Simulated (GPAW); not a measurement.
## HfO2: dielectric tensor with PBE

HfO2:

```xyz
6
Lattice="0.0000 -2.5744 -2.5744 0.0000 2.5744 -2.5744 5.1489 0.0000 0.0000" Properties=species:S:1:pos:R:3 pbc="T T T"
Hf    2.6727   -0.0497   -2.7860
Hf    0.1501    2.5376   -2.5411
O     3.6957   -1.3219   -3.7489
O     1.2749   -1.2126   -1.3376
O     1.3405    1.2636   -1.2945
O     3.7383    1.3574   -3.7385
```

The cell isn't the ideal one: all atoms moved at random, sigma 0.1 Å a component.

```yaml
Program: GPAW 26.7.0
Task: dielectric tensor
Functional: PBE
Potentials_or_basis: GPAW PAW data sets (gpaw-data 1.2.1)
Cutoff: 550 eV
Basis: pw
k_mesh: 5 × 5 × 4
Occupations: fermi-dirac, width 0.001 eV
Spin: no spin polarisation
Response_ecut: 80 eV
Maxiter: 150
Response_k_mesh: 5 × 5 × 4
Response_bands: 72
Kernels: "[\"RPA\"]"
Coarser_k_mesh: 5 × 5 × 4
```

```json
{
 "Band gap on the k mesh": "3.38 eV, direct",
 "Electronic dielectric tensor (diagonal)": "4.57, 4.79, 4.53"
}
```

Electronic dielectric tensor:
```
 4.57  0.01 -0.03
 0.01  4.79  0.06
-0.03  0.06  4.53
```

Wall time 5.9 min on 1 thread of Arm Neoverse V1, with other jobs on the host, peak memory 0.56 GiB.

Caveat: the long-wavelength limit can be off by several per cent where d states take part; spin-orbit coupling is left out, which moves the levels of the heavy elements; an odd mesh through Γ misses points on the zone boundary, where band edges often lie.
